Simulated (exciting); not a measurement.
# V (Im-3m) in exciting: a series of runs, part 2 of 2

exciting (release sodium).

## Step 3: Band structure, LDA, collinear spin, ferromagnetic start

Contents of input.xml:

```xml
<input>
  <title>V</title>
  <structure speciespath="./" tshift="false">
    <crystal scale="1">
      <basevect>-2.861706756827 2.861706756827 2.861706756827</basevect>
      <basevect>2.861706756827 -2.861706756827 2.861706756827</basevect>
      <basevect>2.861706756827 2.861706756827 -2.861706756827</basevect>
    </crystal>
    <species speciesfile="V.xml" rmt="2">
      <atom coord="0.000000000000 0.000000000000 0.000000000000" bfcmt="0 0 -8"/>
    </species>
  </structure>
  <groundstate do="fromscratch" ngridk="12 12 12" rgkmax="9" gmaxvr="14" lmaxapw="10" lmaxmat="10" lmaxvr="8" xctype="LDA_PW" stype="Fermi Dirac" swidth="0.00183747" nempty="20" ValenceRelativity="iora*" epsengy="1e-05" epspot="1e-05" maxscl="90" outputlevel="high">
    <spin reducebf="0.5"/>
  </groundstate>
  <properties>
    <bandstructure>
      <plot1d>
        <path steps="80">
          <point coord="0 0 0" label="G"/>
          <point coord="0.5 -0.5 0.5" label="H"/>
          <point coord="0 0 0.5" label="N"/>
          <point coord="0 0 0" label="G"/>
          <point coord="0.25 0.25 0.25" label="P"/>
          <point coord="0.5 -0.5 0.5" label="H" breakafter="true"/>
          <point coord="0.25 0.25 0.25" label="P"/>
          <point coord="0 0 0.5" label="N"/>
        </path>
      </plot1d>
    </bandstructure>
    <dos nwdos="300" winddos="-0.6 0.5" inttype="tetra" ngrdos="100" nsmdos="2"/>
    <chargedensityplot>
      <plot3d>
        <box grid="14 14 14">
          <origin coord="0 0 0"/>
          <point coord="1 0 0"/>
          <point coord="0 1 0"/>
          <point coord="0 0 1"/>
        </box>
      </plot3d>
    </chargedensityplot>
    <elfplot>
      <plot3d>
        <box grid="14 14 14">
          <origin coord="0 0 0"/>
          <point coord="1 0 0"/>
          <point coord="0 1 0"/>
          <point coord="0 0 1"/>
        </box>
      </plot3d>
    </elfplot>
    <exccplot>
      <plot3d>
        <box grid="14 14 14">
          <origin coord="0 0 0"/>
          <point coord="1 0 0"/>
          <point coord="0 1 0"/>
          <point coord="0 0 1"/>
        </box>
      </plot3d>
    </exccplot>
  </properties>
</input>
```

Potentials or basis: all-electron LAPW+lo, shipped species files, valence relativity iora*.

The run is started by

```sh
$ OMP_NUM_THREADS=1 exciting_smp
```

INFO.OUT:

```text
================================================================================
EXCITING SODIUM started
[... 10 lines left out ...]

 Lattice vectors (cartesian) :
     -2.8617067568      2.8617067568      2.8617067568
      2.8617067568     -2.8617067568      2.8617067568
      2.8617067568      2.8617067568     -2.8617067568

 Reciprocal lattice vectors (cartesian) :
     -0.0000000000      1.0978038355      1.0978038355
      1.0978038355     -0.0000000000      1.0978038355
      1.0978038355      1.0978038355     -0.0000000000

 Unit cell volume                           :      93.7422510524
 Brillouin zone volume                      :       2.6460876569

 Species :    1 (V)
     parameters loaded from                 :    V.xml
     name                                   :    vanadium
     nuclear charge                         :     -23.00000000
     electronic charge                      :      23.00000000
     atomic mass                            :   92860.67376000
     muffin-tin radius                      :       2.00000000
     # of radial points in muffin-tin       :     350

     atomic positions (lattice) :
       1 :   0.00000000  0.00000000  0.00000000

     magnetic fields (cartesian) :
       1 :   0.00000000  0.00000000 -8.00000000

 Total number of atoms per unit cell        :       1

 Spin treatment                             :    spin-polarised
 Global magnetic field (cartesian) :        0.00000000   0.00000000   0.00000000
 collinear magnetisation in z-direction

 Number of Bravais lattice symmetries       :      48
 Number of crystal symmetries               :      48

 k-point grid                               :      12   12   12
 Total number of k-points                   :      72
 k-point set is reduced with crystal symmetries

 R^MT_min * |G+k|_max (rgkmax)              :       9.00000000
 Species with R^MT_min                      :       1 (V)
 Maximum |G+k| for APW functions            :       4.50000000
 Maximum |G| for potential and density      :      14.00000000
 Polynomial order for pseudochg. density    :       9

 G-vector grid sizes                        :      24    24    24
 Total number of G-vectors                  :    4321

 Maximum angular momentum used for
     APW functions                          :      10
     computing H and O matrix elements      :      10
     potential and density                  :       8
     inner part of muffin-tin               :       2

 Total nuclear charge                       :     -23.00000000
 Total electronic charge                    :      23.00000000
 Total core charge                          :      10.00000000
 Total valence charge                       :      13.00000000

 Effective Wigner radius, r_s               :       0.99092240

 Number of empty states                     :      20
 Total number of valence states             :      54

 Maximum Hamiltonian size                   :     165
 Maximum number of plane-waves              :     152
 Total number of local-orbitals             :      13

 Exchange-correlation type                  :       3
     Perdew-Wang, Phys. Rev. B 45, 13244 (1992)

 Smearing scheme                            :    Fermi-Dirac
[... 9 lines left out ...]
* Groundstate module started                                                   *
********************************************************************************
 Output level for this task is set to high

++++++++++++++++++++++++++++++++++++++++++++++++++++++++++++++++++++++++++++++++
[... 5 lines left out ...]
+ SCF iteration number :    1                                                  +
++++++++++++++++++++++++++++++++++++++++++++++++++++++++++++++++++++++++++++++++
 Total energy                               :      -943.70252323
 _______________________________________________________________
 Fermi energy                               :         0.39946380
 Kinetic energy                             :       958.39595088
 Coulomb energy                             :     -1858.80831548
 Exchange energy                            :       -41.38739307
 Correlation energy                         :        -1.90276556
 No external B-field energy in total energy
 Sum of eigenvalues                         :      -549.09914350
 Effective potential energy                 :     -1507.49509438
 Coulomb potential energy                   :     -1450.21068126
 xc potential energy                        :       -57.27499666
 xc effective B-field energy                :        -0.00156956
 External B-field energy                    :         0.00000000
 Non-physical muffin-tin B-field energy     :        -0.00784690
 Hartree energy                             :       267.13636929
 Electron-nuclear energy                    :     -1984.48341984
 Nuclear-nuclear energy                     :      -141.46126492
 Madelung energy                            :     -1133.70297484
 Core-electron kinetic energy               :         0.00000000

 DOS at Fermi energy (states/Ha/cell)       :        35.94319189

 Electron charges :
     core                                   :        10.00000000
     core leakage                           :         0.00000001
     valence                                :        13.00000000
     interstitial                           :         2.49203876
     charge in muffin-tin spheres :
                  atom     1     V          :        20.50796124
     total charge in muffin-tins            :        20.50796124
     total charge                           :        23.00000000
[... 1021 lines left out ...]
 Electron charges :
     core                                   :        10.00000000
     core leakage                           :         0.00000001
     valence                                :        13.00000000
     interstitial                           :         2.31218941
     charge in muffin-tin spheres :
                  atom     1     V          :        20.68781059
     total charge in muffin-tins            :        20.68781059
     total charge                           :        23.00000000

 Moments :
     interstitial                           :         0.00000082
     moment in muffin-tin spheres :
                  atom     1     V          :         0.00000187
     total moment in muffin-tins            :         0.00000187
     total moment                           :         0.00000269

 RMS change in effective potential (target) :  0.464024E-07  ( 0.100000E-04)
 Absolute change in total energy   (target) :  0.294945E-05  ( 0.100000E-04)
 Charge distance                   (target) :  0.234381E-07  ( 0.100000E-04)

++++++++++++++++++++++++++++++++++++++++++++++++++++++++++++++++++++++++++++++++
| Convergency criteria checked for the last 2 iterations                       +
| Convergence targets achieved. Performing final SCF iteration                 +
++++++++++++++++++++++++++++++++++++++++++++++++++++++++++++++++++++++++++++++++
 Total energy                               :      -947.41432116
 _______________________________________________________________
 Fermi energy                               :         0.37723007
 Kinetic energy                             :       956.65774895
 Coulomb energy                             :     -1860.60706631
 Exchange energy                            :       -41.55572606
 Correlation energy                         :        -1.90927772
 No external B-field energy in total energy
 Sum of eigenvalues                         :      -550.23132342
 Effective potential energy                 :     -1506.88907236
 Coulomb potential energy                   :     -1449.37622323
 xc potential energy                        :       -57.51284913
 xc effective B-field energy                :        -0.00000000
 External B-field energy                    :         0.00000000
 Non-physical muffin-tin B-field energy     :        -0.00000000
 Hartree energy                             :       269.76957816
 Electron-nuclear energy                    :     -1988.91537955
 Nuclear-nuclear energy                     :      -141.46126492
 Madelung energy                            :     -1135.91895470
 Core-electron kinetic energy               :         0.00000000

 DOS at Fermi energy (states/Ha/cell)       :        64.05429320

 Electron charges :
     core                                   :        10.00000000
     core leakage                           :         0.00000001
     valence                                :        13.00000000
     interstitial                           :         2.31218978
     charge in muffin-tin spheres :
                  atom     1     V          :        20.68781022
     total charge in muffin-tins            :        20.68781022
     total charge                           :        23.00000000

 Moments :
     interstitial                           :         0.00000082
     moment in muffin-tin spheres :
                  atom     1     V          :         0.00000184
     total moment in muffin-tins            :         0.00000184
     total moment                           :         0.00000266

++++++++++++++++++++++++++++++++++++++++++++++++++++++++++++++++++++++++++++++++
[... 9 lines left out ...]
| EXCITING SODIUM stopped                                                      =
================================================================================
```

It took 2.2 min on 1 thread of Arm Neoverse V2, shared host; peak memory 0.09 GiB.

Results:

```
Free energy                                       : -25780.4757 eV
Band gap on the k mesh                            : none (metal or under the smearing width)
Net moment                                        : 0.00 μB per cell
All electrons inside the program's atomic spheres : V 20.69 (radii V 2.0 bohr)
```

Levels at the corners of the path, in eV from the Fermi level:
Spin up:
```
point  band 4  band 5  band 6  band 7  band 8  band 9
    Γ  -36.76   -6.45    0.39    0.39    0.39    2.31
    H  -37.34   -2.87   -2.87    3.61    3.61    3.61
    N  -36.77   -3.07   -1.09    1.64    2.31    2.65
    Γ  -36.76   -6.45    0.39    0.39    0.39    2.31
    P  -37.18   -1.07   -1.07   -1.07    2.71    2.71
    H  -37.34   -2.87   -2.87    3.61    3.61    3.61
    P  -37.18   -1.07   -1.07   -1.07    2.71    2.71
    N  -36.77   -3.07   -1.09    1.64    2.31    2.65
```
Spin down:
```
point  band 3  band 4  band 5  band 6  band 7  band 8  band 9  band 10
    Γ  -36.76  -36.76   -6.45    0.39    0.39    0.39    2.31     2.31
    H  -37.34  -37.34   -2.87   -2.87    3.61    3.61    3.61     9.96
    N  -37.03  -36.77   -3.07   -1.09    1.64    2.31    2.65     3.99
    Γ  -36.76  -36.76   -6.45    0.39    0.39    0.39    2.31     2.31
    P  -37.18  -37.18   -1.07   -1.07   -1.07    2.71    2.71    10.22
    H  -37.34  -37.34   -2.87   -2.87    3.61    3.61    3.61     9.96
    P  -37.18  -37.18   -1.07   -1.07   -1.07    2.71    2.71    10.22
    N  -37.03  -36.77   -3.07   -1.09    1.64    2.31    2.65     3.99
```

States per cell in windows of 1 eV (zero at the Fermi level; states under -8 eV left out):
```tsv
from (eV)	up	down
-8.0	0.00	0.00
-7.0	0.01	0.01
-6.0	0.04	0.04
-5.0	0.07	0.07
-4.0	0.18	0.18
-3.0	0.59	0.59
-2.0	0.60	0.60
-1.0	1.04	1.04
0.0	0.44	0.44
1.0	0.64	0.64
2.0	1.40	1.40
3.0	0.48	0.48
4.0	0.19	0.19
5.0	0.16	0.16
6.0	0.12	0.12
7.0	0.09	0.09
```

Caveat: the log's total energy holds no entropy term; the free energy is that total less TS from the occupations; the starting moments collapsed, and a magnetic state may lie lower.
